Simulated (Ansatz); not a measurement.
# Sn: pulling the crystal apart

Aim: for Sn, open the crystal across a (0 1 1) plane.

Method: DFT PBE+D3(BJ), scalar-relativistic, plane waves, PAW, in Ansatz 0.2.0.

6 further runs of the same task are left out: 6 set aside as unsound or not needed.

**1. The structure to begin with**

It takes space group I4/mmm (No. 139, tetragonal). The conventional cell has a = 3.509 Å, b = 3.509 Å, c = 4.335 Å, α = 90.00°, β = 90.00°, γ = 90.00°. Around Sn (site symmetry 4/mmm) lie 12 Sn at 3.29 to 3.51 Å.

Structure file:

```xyz
4
Lattice="-1.7544 1.7546 -2.1675 -1.7544 -1.7546 2.1675 0.0000 7.0185 8.6700" Properties=species:S:1:pos:R:3 pbc="T T T"
Sn    0.0000    0.0000    0.0000
Sn   -1.7544    1.7546    2.1675
Sn    0.0000    3.5092    4.3350
Sn   -1.7544    5.2638    6.5025
```

It goes back to an entry of the Materials Project, which need not be the stable form.

It is built from the cell relaxed beforehand with the same method (26.69 Å³/atom).

**2. Zero of energy**

The cell is repeated 4 times, 4 atoms in all. The reference gives a free energy of -24098.1479 eV, pressure 0.01 GPa, largest force 0.000 eV/Å and gap on the mesh none (metal). It was computed beforehand with the settings of the runs below.

**3. The scan: pulling the crystal apart**

The cut lies on the cell's a–b face, a (0 1 1) plane of area 9.78 Å², between layers 2.73 Å apart (Sn below, Sn above); the cell is 10.9 Å thick. Vector c is lengthened by d along the normal with the atoms' Cartesian places fixed: one unrelaxed cut per cell.

**4. d = 1.00 Å**

Contents of input.yaml:

```yaml
crystal:
  lattice:
    - [-1.7544065429, 1.7546136961, -2.1674907453]
    - [-1.7544065429, -1.7546136961, 2.1674907453]
    - [0.0, 7.7957034553, 9.2991565155]
  atoms:
    - { symbol: Sn, position: [-0.0305960585, 0.0305960585, 0.8015333701] }
    - { symbol: Sn, position: [0.4956291345, 0.5043708655, 0.1145047672] }
    - { symbol: Sn, position: [-0.0131125965, 0.0131125965, 0.3435143015] }
    - { symbol: Sn, position: [0.4781456725, 0.5218543275, 0.5725238358] }
basis:
  ecutwfc: 420
kpoints:
  mp_grid: { grid: [20, 20, 6] }
hamiltonian:
  xc: pbe
  dispersion: d3bj
scf:
  occupations: { method: gaussian, width: 0.15 }
output:
  forces: true
  stress: true
  eigenvalues: true
```

Started as:

```sh
$ ansatz run input.yaml --threads 2 --pin off --max-ram 5120MiB --backend cpu --events-out ev --progress --plain --runs-dir out
```

What it wrote, shortened:

```text
Warning: RAYON_NUM_THREADS=2 ignored (pool sized by the plan → 2); use --threads N
[...]
Pseudopotentials: kind: paw
Pseudopotential: Sn, paw, valence charge 14, recommended cutoff 420 eV (normal), Sn.paw.azcp
Functional definition: PBE
[...]
Crystal: 4 atoms, lattice volume = 116.540 Å³
Basis set: ecut = 420 eV, 2289 PW (Γ), exchange–correlation on 48×48×180 points (8 copies of the dense FFT grid, shifted against one another)
Bands: 34, of which v1, the nominal top of the filled ones, is band 28 counted from 1 (27 counted from 0)
Symmetry: 4 space group operations
Space group: C2/m (ITA 12), of the structure as read, at distance tolerance 4.9e-5 Å
k-points: 642 of 2400
[...]
SCF iter   1: F=—  HF=-24097.857559 eV  |F-HF|=—  |Δ(HF+E_count)|=         —  Δρ=1.42e-3  dr2=3.10e-2  ethr=1.77e-3  ⟨swp⟩=7.5  Hψ=95016  notcnv=0
[...]
SCF iter   8: F=-24097.852974 eV  HF=-24097.852974 eV  |F-HF|=8.51e-10  |Δ(HF+E_count)|=   3.96e-7  Δρ=2.65e-6  dr2=1.42e-8  ethr=1.79e-10  ⟨swp⟩=6.8  Hψ=110226  notcnv=0
[...]
SCF converged after 8 iterations
Free energy (F): -24097.852974 eV
[...]
E sigma→0 (E₀):  -24097.839854 eV
Entropy (-TS):   -0.026240 eV (-6.560 meV/atom)
Fermi energy:    9.910947 eV
[...]
--- Forces (eV/Å), atoms counted from 1 ---
  atom   1  Sn     0.00000000     0.16032072     0.14555424
  atom   2  Sn    -0.00000000    -0.16032072    -0.14555424
  atom   3  Sn    -0.00000000    -0.13104438    -0.10269738
  atom   4  Sn     0.00000000     0.13104438     0.10269738
[...]
--- Stress (GPa, compression-positive) ---
       -1.640366       0.000000      -0.000000
        0.000000      -1.920936      -0.306727
       -0.000000      -0.306727      -1.527589
  P = ⅓ Tr σ = -1.6963 GPa (-16.963 kbar)
--- Band table (eV; the first three rows and the last of 642) ---
[...]
```

It took 65 s on 2 threads of Arm Neoverse V2, shared host; peak memory 1.7 GiB.

**5. At d = 3.00 Å**

Contents of input.yaml:

```yaml
crystal:
  lattice:
    - [-1.7544065429, 1.7546136961, -2.1674907453]
    - [-1.7544065429, -1.7546136961, 2.1674907453]
    - [0.0, 9.3502007968, 10.5575435844]
  atoms:
    - { symbol: Sn, position: [-0.0785908989, 0.0785908989, 0.6862891409] }
    - { symbol: Sn, position: [0.4887727287, 0.5112272713, 0.0980413058] }
    - { symbol: Sn, position: [-0.0336818138, 0.0336818138, 0.2941239175] }
    - { symbol: Sn, position: [0.4438636436, 0.5561363564, 0.4902065292] }
basis:
  ecutwfc: 420
kpoints:
  mp_grid: { grid: [20, 20, 6] }
hamiltonian:
  xc: pbe
  dispersion: d3bj
scf:
  occupations: { method: gaussian, width: 0.15 }
output:
  forces: true
  stress: true
  eigenvalues: true
```

Started as:

```sh
$ ansatz run input.yaml --threads 2 --pin off --max-ram 5120MiB --backend cpu --events-out ev --progress --plain --runs-dir out
```

What it wrote, shortened:

```text
Warning: RAYON_NUM_THREADS=2 ignored (pool sized by the plan → 2); use --threads N
[...]
Pseudopotentials: kind: paw
Pseudopotential: Sn, paw, valence charge 14, recommended cutoff 420 eV (normal), Sn.paw.azcp
Functional definition: PBE
[...]
Crystal: 4 atoms, lattice volume = 136.110 Å³
Basis set: ecut = 420 eV, 2673 PW (Γ), exchange–correlation on 48×48×192 points (8 copies of the dense FFT grid, shifted against one another)
Bands: 34, of which v1, the nominal top of the filled ones, is band 28 counted from 1 (27 counted from 0)
Symmetry: 4 space group operations
Space group: C2/m (ITA 12), of the structure as read, at distance tolerance 5.1e-5 Å
k-points: 642 of 2400
[...]
SCF iter   1: F=—  HF=-24097.543331 eV  |F-HF|=—  |Δ(HF+E_count)|=         —  Δρ=1.47e-3  dr2=2.52e-2  ethr=1.77e-3  ⟨swp⟩=7.6  Hψ=95356  notcnv=0
[...]
SCF iter   6: F=-24097.539191 eV  HF=-24097.539191 eV  |F-HF|=1.01e-8  |Δ(HF+E_count)|=   3.45e-7  Δρ=6.87e-6  dr2=3.81e-8  ethr=1.79e-10  ⟨swp⟩=7.6  Hψ=113075  notcnv=0
[...]
SCF converged after 6 iterations
Free energy (F): -24097.539191 eV
[...]
E sigma→0 (E₀):  -24097.526732 eV
Entropy (-TS):   -0.024917 eV (-6.229 meV/atom)
Fermi energy:    7.938728 eV
[...]
--- Forces (eV/Å), atoms counted from 1 ---
  atom   1  Sn     0.00000000    -0.08567648    -0.05220212
  atom   2  Sn     0.00000000     0.08567648     0.05220212
  atom   3  Sn    -0.00000000    -0.20992393    -0.16393121
  atom   4  Sn     0.00000000     0.20992393     0.16393121
[...]
--- Stress (GPa, compression-positive) ---
       -1.348387      -0.000000       0.000000
       -0.000000      -1.202752       0.142263
        0.000000       0.142263      -1.029743
  P = ⅓ Tr σ = -1.1936 GPa (-11.936 kbar)
--- Band table (eV; the first three rows and the last of 642) ---
[...]
```

Wall time 73 s (2 threads of Arm Neoverse V2, shared host); peak memory 1.9 GiB.

**6. At d = 0.50 Å**

Contents of input.yaml:

```yaml
crystal:
  lattice:
    - [-1.7544065429, 1.7546136961, -2.1674907453]
    - [-1.7544065429, -1.7546136961, 2.1674907453]
    - [0.0, 7.40707912, 8.9845597482]
  atoms:
    - { symbol: Sn, position: [-0.0159683974, 0.0159683974, 0.8366570107] }
    - { symbol: Sn, position: [0.4977188004, 0.5022811996, 0.1195224301] }
    - { symbol: Sn, position: [-0.0068435989, 0.0068435989, 0.3585672903] }
    - { symbol: Sn, position: [0.4885940018, 0.5114059982, 0.5976121505] }
basis:
  ecutwfc: 420
kpoints:
  mp_grid: { grid: [20, 20, 6] }
hamiltonian:
  xc: pbe
  dispersion: d3bj
scf:
  occupations: { method: gaussian, width: 0.15 }
output:
  forces: true
  stress: true
  eigenvalues: true
```

Started as:

```sh
$ ansatz run input.yaml --threads 2 --pin off --max-ram 5120MiB --backend cpu --events-out ev --progress --plain --runs-dir out
```

What it wrote, shortened:

```text
Warning: RAYON_NUM_THREADS=2 ignored (pool sized by the plan → 2); use --threads N
[...]
Pseudopotentials: kind: paw
Pseudopotential: Sn, paw, valence charge 14, recommended cutoff 420 eV (normal), Sn.paw.azcp
Functional definition: PBE
[...]
Crystal: 4 atoms, lattice volume = 111.648 Å³
Basis set: ecut = 420 eV, 2189 PW (Γ), exchange–correlation on 48×48×160 points (8 copies of the dense FFT grid, shifted against one another)
Bands: 34, of which v1, the nominal top of the filled ones, is band 28 counted from 1 (27 counted from 0)
Symmetry: 4 space group operations
Space group: C2/m (ITA 12), of the structure as read, at distance tolerance 4.8e-5 Å
k-points: 642 of 2400
[...]
SCF iter   1: F=—  HF=-24098.031803 eV  |F-HF|=—  |Δ(HF+E_count)|=         —  Δρ=1.29e-3  dr2=1.40e-2  ethr=1.77e-3  ⟨swp⟩=7.5  Hψ=94507  notcnv=0
[...]
SCF iter   7: F=-24098.028209 eV  HF=-24098.028209 eV  |F-HF|=5.76e-8  |Δ(HF+E_count)|=   5.94e-7  Δρ=8.23e-6  dr2=5.96e-8  ethr=1.79e-10  ⟨swp⟩=7.0  Hψ=103466  notcnv=0
[...]
SCF converged after 7 iterations
Free energy (F): -24098.028209 eV
[...]
E sigma→0 (E₀):  -24098.015417 eV
Entropy (-TS):   -0.025584 eV (-6.396 meV/atom)
Fermi energy:    10.533326 eV
[...]
--- Forces (eV/Å), atoms counted from 1 ---
  atom   1  Sn     0.00000000     0.22494550     0.20162313
  atom   2  Sn     0.00000000    -0.22494550    -0.20162313
  atom   3  Sn     0.00000000    -0.06497867    -0.05165362
  atom   4  Sn     0.00000000     0.06497867     0.05165362
[...]
--- Stress (GPa, compression-positive) ---
       -1.224478      -0.000000      -0.000000
       -0.000000      -1.632922      -0.623821
       -0.000000      -0.623821      -1.415822
  P = ⅓ Tr σ = -1.4244 GPa (-14.244 kbar)
--- Band table (eV; the first three rows and the last of 642) ---
[...]
```

It took 57 s on 2 threads of Arm Neoverse V2, shared host; peak memory 1.7 GiB.

**7. The scan collected**

Collected from the runs (energy zero: the undisturbed cell):

```
d (Å)  energy (J/m²)  traction (GPa)
 0.00           0.00            -0.2
 0.50           0.20             6.0
 1.00           0.48             5.1
 3.00           1.00             0.9
```

**8. Summary of results**

```
                quantity                  value
    energy at d = 3.00 Å              1.00 J/m²
largest traction sampled  6.0 GPa at d = 0.50 Å
```

In words: At the widest gap sampled, 3.00 Å, the traction is still 0.9 GPa, so 1.00 J/m² is not yet the full work of separation. The traction peaks at 6.0 GPa near 0.50 Å, an estimate of the ideal strength of rigid blocks on this coarse sampling.
